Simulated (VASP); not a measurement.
# GaAs (F-43m) in VASP: a series of runs

One crystal, GaAs, is run at these levels: PBE; tasks: band structure.

All numbers are computed with VASP 6.6.1; they aren't measurements. Logs are shortened: lines on timing, memory, paths and dates and some standing lists are left out, and cuts for length are marked.

**Measured values to compare with.**

From “Evidence of valence band perturbations in GaAsN/GaAs(001): A combined variable-angle spectroscopic ellipsometry and modulated photoreflectance investigation”, 2008, arxiv:0805.2212, for a bulk crystal of GaAs at 300 K: band gap 1.418 ± 0.005 eV (direct); band gap 1.412 ± 0.01 eV (direct).

How close the calculation comes is told below.

## (1) Starting point

Symmetry: F-43m, No. 216, cubic system. The conventional cell has a = 5.654 Å, b = 5.654 Å, c = 5.654 Å, α = 90.00°, β = 90.00°, γ = 90.00°. As (site symmetry -43m) is surrounded by 4 Ga at 2.45 Å. Around Ga (site symmetry -43m) lie 4 As at 2.45 Å.

## (2) Band structure, PBE

POSCAR

```
GaAs
1.0
    0.0000000000      2.8268500000      2.8268500000
    2.8268500000      0.0000000000      2.8268500000
    2.8268500000      2.8268500000      0.0000000000
As Ga
1 1
Direct
    0.7500000000      0.7500000000      0.7500000000
    0.0000000000      0.0000000000      0.0000000000
```

INCAR.step1

```
SYSTEM = GaAs
PREC = Accurate
ENCUT = 600
EDIFF = 1E-6
ISMEAR = -1
SIGMA = 0.05
LREAL = .False.
LASPH = .True.
NELM = 60
ALGO = Normal
ISIF = 2
LWAVE = .False.
LCHARG = .True.
GGA = PE
```

KPOINTS.step1

```
regular mesh
0
Gamma
  8 8 8
  0 0 0
```

INCAR.step2

```
SYSTEM = GaAs
PREC = Accurate
ENCUT = 600
EDIFF = 1E-6
ISMEAR = 0
SIGMA = 0.05
LREAL = .False.
LASPH = .True.
NELM = 60
ALGO = Normal
ISIF = 2
LWAVE = .False.
LCHARG = .False.
GGA = PE
ICHARG = 11
```

KPOINTS.step2

```
path GXWKGLUWLK,UX
10
line-mode
reciprocal
 0.0000000000  0.0000000000  0.0000000000  G
 0.5000000000  0.0000000000  0.5000000000  X

 0.5000000000  0.0000000000  0.5000000000  X
 0.5000000000  0.2500000000  0.7500000000  W

 0.5000000000  0.2500000000  0.7500000000  W
 0.3750000000  0.3750000000  0.7500000000  K

 0.3750000000  0.3750000000  0.7500000000  K
 0.0000000000  0.0000000000  0.0000000000  G

 0.0000000000  0.0000000000  0.0000000000  G
 0.5000000000  0.5000000000  0.5000000000  L

 0.5000000000  0.5000000000  0.5000000000  L
 0.6250000000  0.2500000000  0.6250000000  U

 0.6250000000  0.2500000000  0.6250000000  U
 0.5000000000  0.2500000000  0.7500000000  W

 0.5000000000  0.2500000000  0.7500000000  W
 0.5000000000  0.5000000000  0.5000000000  L

 0.5000000000  0.5000000000  0.5000000000  L
 0.3750000000  0.3750000000  0.7500000000  K

 0.6250000000  0.2500000000  0.6250000000  U
 0.5000000000  0.0000000000  0.5000000000  X
```

Potentials or basis: VASP PAW PBE potentials, release 64 (As_GW, Ga_d_GW).

Launch:

```console
> cat potpaw_PBE.64/As_GW/POTCAR potpaw_PBE.64/Ga_d_GW/POTCAR > POTCAR
> cp INCAR.step1 INCAR
> cp KPOINTS.step1 KPOINTS
> mpirun -np 1 vasp_std > vasp.out
> cp INCAR.step2 INCAR
> cp KPOINTS.step2 KPOINTS
> mpirun -np 1 vasp_std > vasp.out
```

OUTCAR:

```text
SYSTEM = GaAs
   PREC = Accurate
   ENCUT = 600
   EDIFF = 1E-6
   ISMEAR = 0
   LREAL = .False.
   LASPH = .True.
   NELM = 60
   ISIF = 2
   GGA = PE
   ICHARG = 11

 ion  position               nearest neighbor table
   1  0.750  0.750  0.750-   2 2.45   2 2.45   2 2.45   2 2.45
   2  0.000  0.000  0.000-   1 2.45   1 2.45   1 2.45   1 2.45

  LATTYP: Found a face centered cubic cell.
 ALAT       =     5.6537000000

  Lattice vectors:

 A1 = (   0.0000000000,   2.8268500000,   2.8268500000)
 A2 = (   2.8268500000,   0.0000000000,   2.8268500000)
 A3 = (   2.8268500000,   2.8268500000,   0.0000000000)

Analysis of symmetry for initial positions (statically):
=====================================================================
 Subroutine PRICEL returns:
 Original cell was already a primitive cell.

 Routine SETGRP: Setting up the symmetry group for a
 face centered cubic supercell.

 Subroutine GETGRP returns: Found 24 space group operations
 (whereof 24 operations were pure point group operations)
 out of a pool of 48 trial point group operations.

The static configuration has the point symmetry T_d .

Analysis of symmetry for dynamics (positions and initial velocities):
=====================================================================
 Subroutine PRICEL returns:
 Original cell was already a primitive cell.

 Routine SETGRP: Setting up the symmetry group for a
 face centered cubic supercell.

 Subroutine GETGRP returns: Found 24 space group operations
 (whereof 24 operations were pure point group operations)
 out of a pool of 48 trial point group operations.

The dynamic configuration has the point symmetry T_d .

 Subroutine INISYM returns: Found 24 space group operations
 (whereof 24 operations are pure point group operations),
 and found     1 'primitive' translations

----------------------------------------------------------------------------------------

                                     Primitive cell

  volume of cell :      45.1792

  direct lattice vectors                    reciprocal lattice vectors
     0.000000000  2.826850000  2.826850000    -0.176875321  0.176875321  0.176875321
     2.826850000  0.000000000  2.826850000     0.176875321 -0.176875321  0.176875321
     2.826850000  2.826850000  0.000000000     0.176875321  0.176875321 -0.176875321

  length of vectors
     3.997769609  3.997769609  3.997769609     0.306357042  0.306357042  0.306357042

  position of ions in fractional coordinates (direct lattice)
     0.750000000  0.750000000  0.750000000
     0.000000000  0.000000000  0.000000000

  ion indices of the primitive-cell ions
   primitive index   ion index
                 1           1
                 2           2

----------------------------------------------------------------------------------------

 KPOINTS: path GXWKGLUWLK,UX

Interpolating k-points between supplied coordinates.

 Line segments in fractional coordinates (reciprocal lattice):
    0.000000  0.000000  0.000000  ...  0.500000  0.000000  0.500000
    0.500000  0.000000  0.500000  ...  0.500000  0.250000  0.750000
    0.500000  0.250000  0.750000  ...  0.375000  0.375000  0.750000
    0.375000  0.375000  0.750000  ...  0.000000  0.000000  0.000000
    0.000000  0.000000  0.000000  ...  0.500000  0.500000  0.500000
    0.500000  0.500000  0.500000  ...  0.625000  0.250000  0.625000
    0.625000  0.250000  0.625000  ...  0.500000  0.250000  0.750000
    0.500000  0.250000  0.750000  ...  0.500000  0.500000  0.500000
    0.500000  0.500000  0.500000  ...  0.375000  0.375000  0.750000
    0.625000  0.250000  0.625000  ...  0.500000  0.000000  0.500000

 Generated    10 points on each line segment, for a total of    100 k-points:

 Following reciprocal coordinates:
            Coordinates               Weight
  0.000000  0.000000  0.000000      0.010000
  0.055556  0.000000  0.055556      0.010000
  0.111111  0.000000  0.111111      0.010000
  0.166667  0.000000  0.166667      0.010000
  0.222222  0.000000  0.222222      0.010000
  0.277778  0.000000  0.277778      0.010000
[... 16 lines left out ...]
  0.472222  0.277778  0.750000      0.010000
  0.458333  0.291667  0.750000      0.010000
 [... further k-points ...]
   k-points           NKPTS =    100   k-points in BZ     NKDIM =    100   number of bands    NBANDS=     13
   number of dos      NEDOS =    301   number of ions     NIONS =      2
   total plane-waves  NPLWV =  32768
   dimension x,y,z NGX =    32 NGY =   32 NGZ =   32
   dimension x,y,z NGXF=    64 NGYF=   64 NGZF=   64
   ions per type =               1   1
   NGX,Y,Z   is equivalent  to a cutoff of  13.31, 13.31, 13.31 a.u.
   NGXF,Y,Z  is equivalent  to a cutoff of  26.61, 26.61, 26.61 a.u.
 SYSTEM =  GaAs
   PREC   = accura    normal or accurate (medium, high low for compatibility)
   ISTART =      0    job   : 0-new  1-cont  2-samecut
   ICHARG =     11    charge: 1-file 2-atom 10-const
[... 68 lines left out ...]
      5     -10.8693      2.00000
      6      -8.8797      2.00000
      7       3.8486      2.00000
      8       3.8486      2.00000
      9       3.8486      2.00000
     10       4.3552      0.00000
     11       7.5729      0.00000
     12       7.5729      0.00000
     13       7.5729      0.00000

 k-point     2 :       0.0556    0.0000    0.0556
  band No.  band energies     occupation
      1     -10.9542      2.00000
      2     -10.9482      2.00000
      3     -10.9482      2.00000
      4     -10.8699      2.00000
      5     -10.8690      2.00000
      6      -8.8310      2.00000
      7       3.0683      2.00000
      8       3.6899      2.00000
      9       3.6899      2.00000
     10       5.1250      0.00000
     11       7.4017      0.00000
     12       7.7916      0.00000
     13       7.7916      0.00000

 k-point     3 :       0.1111    0.0000    0.1111
  band No.  band energies     occupation
      1     -10.9667      2.00000
      2     -10.9442      2.00000
      3     -10.9442      2.00000
      4     -10.8718      2.00000
      5     -10.8679      2.00000
      6      -8.6868      2.00000
      7       2.0959      2.00000
      8       3.3041      2.00000
      9       3.3041      2.00000
     10       6.0146      0.00000
     11       7.0265      0.00000
     12       8.3561      0.00000
     13       8.3561      0.00000

 k-point     4 :       0.1667    0.0000    0.1667
  band No.  band energies     occupation
      1     -10.9843      2.00000
      2     -10.9380      2.00000
      3     -10.9380      2.00000
      4     -10.8748      2.00000
      5     -10.8663      2.00000
      6      -8.4525      2.00000
      7       1.1375      2.00000
      8       2.8347      2.00000
      9       2.8347      2.00000
     10       6.3569      0.00000
     11       6.9576      0.00000
     12       9.1196      0.00000
     13       9.1196      0.00000

 k-point     5 :       0.2222    0.0000    0.2222
  band No.  band energies     occupation
      1     -11.0037      2.00000
      2     -10.9301      2.00000
      3     -10.9301      2.00000
      4     -10.8788      2.00000
      5     -10.8642      2.00000
      6      -8.1366      2.00000
      7       0.2075      2.00000
      8       2.3709      2.00000
      9       2.3709      2.00000
     10       6.0036      0.00000
     11       7.1783      0.00000
     12       9.9886      0.00000
     13       9.9886      0.00000
[... 257 lines left out ...]
 k-point    22 :       0.4861    0.2639    0.7500
  band No.  band energies     occupation
      1     -11.0487      2.00000
      2     -10.9188      2.00000
      3     -10.9054      2.00000
      4     -10.8809      2.00000
      5     -10.8655      2.00000
      6      -6.3221      2.00000
      7      -2.7849      2.00000
      8       0.2825      2.00000
      9       0.5508      2.00000
     10       8.2512      0.00000
     11       8.5841      0.00000
     12       9.3749      0.00000
     13       9.9704      0.00000

 k-point    23 :       0.4722    0.2778    0.7500
  band No.  band energies     occupation
      1     -11.0488      2.00000
      2     -10.9185      2.00000
      3     -10.9055      2.00000
      4     -10.8811      2.00000
      5     -10.8652      2.00000
      6      -6.3327      2.00000
      7      -2.7825      2.00000
      8       0.2259      2.00000
      9       0.6644      2.00000
     10       7.8415      0.00000
     11       8.5944      0.00000
     12       9.6459      0.00000
     13      10.1766      0.00000

 k-point    24 :       0.4583    0.2917    0.7500
  band No.  band energies     occupation
      1     -11.0489      2.00000
      2     -10.9179      2.00000
      3     -10.9058      2.00000
      4     -10.8816      2.00000
      5     -10.8649      2.00000
      6      -6.3472      2.00000
      7      -2.7808      2.00000
      8       0.1671      2.00000
      9       0.8128      2.00000
     10       7.4054      0.00000
     11       8.5820      0.00000
     12       9.9627      0.00000
     13      10.4403      0.00000

 [... further k-points ...]

------------------------ aborting loop because EDIFF is reached ----------------------------------------

  FORCE on cell =-STRESS in cart. coord.  units (eV):
  Direction    XX          YY          ZZ          XY          YZ          ZX
  --------------------------------------------------------------------------------------
  -------------------------------------------------------------------------------------
  Total       -0.1039707     -0.1039707     -0.1039707      0.0000000      0.0000000      0.0000000
  in kB       -3.6870874     -3.6870874     -3.6870874      0.0000000      0.0000000      0.0000000
  external PRESSURE =      -3.6870874 kB  Pullay stress =       0.0000000 kB

 VOLUME and BASIS-vectors are now :
 -----------------------------------------------------------------------------
  energy-cutoff  :      600.00
  volume of cell :       45.18
      direct lattice vectors                 reciprocal lattice vectors
     0.000000000  2.826850000  2.826850000    -0.176875321  0.176875321  0.176875321
     2.826850000  0.000000000  2.826850000     0.176875321 -0.176875321  0.176875321
     2.826850000  2.826850000  0.000000000     0.176875321  0.176875321 -0.176875321

 POSITION                                       TOTAL-FORCE (eV/Angst)
 -----------------------------------------------------------------------------------
      4.24027      4.24027      4.24027         0.000000      0.000000      0.000000
      0.00000      0.00000      0.00000        -0.000000     -0.000000     -0.000000
 -----------------------------------------------------------------------------------
    total drift:                                0.000005      0.000005      0.000005

  FREE ENERGIE OF THE ION-ELECTRON SYSTEM (eV)
  ---------------------------------------------------
  free  energy   TOTEN  =        -8.3843336189 eV

  energy  without entropy=       -8.3843336189  energy(sigma->0) =       -8.38433362
```

It took 56 s on 1 thread of Intel Xeon Platinum 8488C (Sapphire Rapids), shared host; peak memory 0.23 GiB.

Results:

* Band gap on the k mesh: 0.51 eV, direct
* Band gap along the path: 0.51 eV, direct

Levels at the corners of the path, in eV from the valence-band top:
```tsv
point	band 6	band 7	band 8	band 9	band 10	band 11	band 12	band 13
Γ	-12.73	0.00	0.00	0.00	0.51	3.72	3.72	3.72
X	-10.22	-6.82	-2.68	-2.68	1.46	1.65	10.15	10.17
X	-10.22	-6.82	-2.68	-2.68	1.46	1.65	10.15	10.15
W	-10.17	-6.63	-3.54	-3.35	4.62	4.72	5.40	6.03
W	-10.17	-6.63	-3.54	-3.35	4.62	4.72	5.40	6.03
K	-10.26	-6.63	-3.86	-2.26	1.96	4.63	7.94	8.05
K	-10.26	-6.63	-3.86	-2.26	1.96	4.63	7.94	8.05
Γ	-12.73	0.00	0.00	0.00	0.51	3.72	3.72	3.72
Γ	-12.73	0.00	0.00	0.00	0.51	3.72	3.72	3.72
L	-10.96	-6.64	-1.14	-1.14	0.99	4.63	4.63	7.75
L	-10.96	-6.64	-1.14	-1.14	0.99	4.63	4.63	7.75
U	-10.26	-6.63	-3.86	-2.26	1.96	4.63	7.94	8.05
U	-10.26	-6.63	-3.86	-2.26	1.96	4.63	7.94	8.05
W	-10.17	-6.63	-3.54	-3.35	4.62	4.72	5.40	6.03
W	-10.17	-6.63	-3.54	-3.35	4.62	4.72	5.40	6.03
L	-10.96	-6.64	-1.14	-1.14	0.99	4.63	4.63	7.75
L	-10.96	-6.64	-1.14	-1.14	0.99	4.63	4.63	7.75
K	-10.26	-6.63	-3.86	-2.26	1.96	4.63	7.94	8.05
U	-10.26	-6.63	-3.86	-2.26	1.96	4.63	7.94	8.05
X	-10.22	-6.82	-2.68	-2.68	1.46	1.65	10.15	10.16
```

Caveat: the log is that of the step along the path at fixed density, whose energy, stress, charges and moments have no meaning.

## (3) Band structure, PBE

INCAR

```
PREC = Accurate ; ENCUT = 550
EDIFF = 1E-6 ; ISMEAR = -1
SIGMA = 0.05 ; LREAL = False
LASPH = True ; NELM = 60
ALGO = Fast ; ISIF = 2
LWAVE = False ; LCHARG = False
GGA = PE
```

KPOINTS

```
regular mesh
0
Gamma
  8 8 8
```

POSCAR is that of step 2.

KPOINTS_OPT

```
path GXWKGLUWLK,UX
15
line-mode
reciprocal
 0.0000000000  0.0000000000  0.0000000000  G
 0.5000000000  0.0000000000  0.5000000000  X

 0.5000000000  0.0000000000  0.5000000000  X
 0.5000000000  0.2500000000  0.7500000000  W

 0.5000000000  0.2500000000  0.7500000000  W
 0.3750000000  0.3750000000  0.7500000000  K

 0.3750000000  0.3750000000  0.7500000000  K
 0.0000000000  0.0000000000  0.0000000000  G

 0.0000000000  0.0000000000  0.0000000000  G
 0.5000000000  0.5000000000  0.5000000000  L

 0.5000000000  0.5000000000  0.5000000000  L
 0.6250000000  0.2500000000  0.6250000000  U

 0.6250000000  0.2500000000  0.6250000000  U
 0.5000000000  0.2500000000  0.7500000000  W

 0.5000000000  0.2500000000  0.7500000000  W
 0.5000000000  0.5000000000  0.5000000000  L

 0.5000000000  0.5000000000  0.5000000000  L
 0.3750000000  0.3750000000  0.7500000000  K

 0.6250000000  0.2500000000  0.6250000000  U
 0.5000000000  0.0000000000  0.5000000000  X
```

Potentials or basis: VASP PAW PBE potentials, release 64 (As_GW, Ga_d_GW).

Launch:

```console
> cat potpaw_PBE.64/As_GW/POTCAR potpaw_PBE.64/Ga_d_GW/POTCAR > POTCAR
> mpirun -np 1 vasp_std > vasp.out
```

It took 70 s on 1 thread of Intel Xeon Platinum 8488C (Sapphire Rapids), shared host; peak memory 0.19 GiB.

It converged, with:

* Free energy: -8.2400 eV
* Pressure: 3.1 GPa
* Band gap on the k mesh: 0.51 eV, direct
* Band gap along the path: 0.51 eV, direct

Levels at the corners of the path, in eV from the valence-band top:
| point | band 6 | band 7 | band 8 | band 9 | band 10 | band 11 | band 12 | band 13 |
| --- | --- | --- | --- | --- | --- | --- | --- | --- |
| Γ | -12.73 | 0.00 | 0.00 | 0.00 | 0.51 | 3.73 | 3.73 | 3.73 |
| X | -10.22 | -6.82 | -2.68 | -2.68 | 1.46 | 1.65 | 10.16 | 10.16 |
| X | -10.22 | -6.82 | -2.68 | -2.68 | 1.46 | 1.65 | 10.16 | 10.17 |
| W | -10.17 | -6.63 | -3.54 | -3.34 | 4.62 | 4.72 | 5.40 | 6.03 |
| W | -10.17 | -6.63 | -3.54 | -3.34 | 4.62 | 4.72 | 5.40 | 6.03 |
| K | -10.26 | -6.63 | -3.86 | -2.26 | 1.96 | 4.63 | 7.94 | 8.05 |
| K | -10.26 | -6.63 | -3.86 | -2.26 | 1.96 | 4.63 | 7.94 | 8.05 |
| Γ | -12.73 | 0.00 | 0.00 | 0.00 | 0.51 | 3.73 | 3.73 | 3.73 |
| Γ | -12.73 | 0.00 | 0.00 | 0.00 | 0.51 | 3.73 | 3.73 | 3.73 |
| L | -10.96 | -6.64 | -1.14 | -1.14 | 1.00 | 4.63 | 4.63 | 7.75 |
| L | -10.96 | -6.64 | -1.14 | -1.14 | 1.00 | 4.63 | 4.63 | 7.75 |
| U | -10.26 | -6.63 | -3.86 | -2.26 | 1.96 | 4.63 | 7.94 | 8.05 |
| U | -10.26 | -6.63 | -3.86 | -2.26 | 1.96 | 4.63 | 7.94 | 8.05 |
| W | -10.17 | -6.63 | -3.54 | -3.34 | 4.62 | 4.72 | 5.40 | 6.03 |
| W | -10.17 | -6.63 | -3.54 | -3.34 | 4.62 | 4.72 | 5.40 | 6.03 |
| L | -10.96 | -6.64 | -1.14 | -1.14 | 1.00 | 4.63 | 4.63 | 7.75 |
| L | -10.96 | -6.64 | -1.14 | -1.14 | 1.00 | 4.63 | 4.63 | 7.75 |
| K | -10.26 | -6.63 | -3.86 | -2.26 | 1.96 | 4.63 | 7.94 | 8.05 |
| U | -10.26 | -6.63 | -3.86 | -2.26 | 1.96 | 4.63 | 7.94 | 8.05 |
| X | -10.22 | -6.82 | -2.68 | -2.68 | 1.46 | 1.65 | 10.16 | 10.16 |

## (4) The reference run

An earlier run on the cell as given: functional PBEsol; potentials or basis VASP PAW PBE potentials, release 64 (As, Ga_d); cutoff 520 eV; k mesh 8 × 8 × 8; occupations fermi-dirac, width 0.05 eV; no spin polarisation.

* Pressure: 0.3 GPa
* Band gap on the k mesh: 0.46 eV, direct

## (5) Summary

| task | level | potentials or basis | cutoff (eV) | ladder | gap on the mesh (eV) | pressure (GPa) |
| --- | --- | --- | --- | --- | --- | --- |
| band structure | PBE | VASP PAW PBE potentials, release 64 (As_GW, Ga_d_GW) | 600 | - | 0.51 | - |
| band structure | PBE | VASP PAW PBE potentials, release 64 (As_GW, Ga_d_GW) | 550 | - | 0.51 | 3.1 |
| single point | PBEsol | VASP PAW PBE potentials, release 64 (As, Ga_d) | 520 | free | 0.46 | 0.3 |

Alike in all rows: no spin polarisation; cell as given; k mesh 8 × 8 × 8; smearing fermi-dirac 0.05 eV.

Caveats: the PAW data sets were made with another functional, which shifts forces and pressure a little (some runs).

Total energies depend on the potentials used, so only differences within one code and one set of settings carry meaning.

## (6) Against experiment

Step 2. Measured gap of GaAs: 1.418 eV (direct; 300 K; “Evidence of valence band perturbations in GaAsN/GaAs(001): A combined variable-angle spectroscopic ellipsometry and modulated photoreflectance investigation”, 2008, arxiv:0805.2212). This calculation gives 0.51 eV (-0.91 eV). 3 values of this kind are on record (1.412 to 1.51 eV); this one was drawn at random among those near their median, those with a stated uncertainty first. Spin-orbit coupling on As, Ga is left out. The value is that of PBE, without temperature or zero-point motion. Semilocal functionals fall short of measured gaps as a rule.

Step 3. Measured gap of GaAs: 1.412 eV (direct; 300 K; “Evidence of valence band perturbations in GaAsN/GaAs(001): A combined variable-angle spectroscopic ellipsometry and modulated photoreflectance investigation”, 2008, arxiv:0805.2212). This calculation gives 0.51 eV (-0.90 eV). 3 values of this kind are on record (1.412 to 1.51 eV); this one was drawn at random among those near their median, those with a stated uncertainty first. Spin-orbit coupling on As, Ga is left out. The value is that of PBE, without temperature or zero-point motion. Semilocal functionals fall short of measured gaps as a rule.
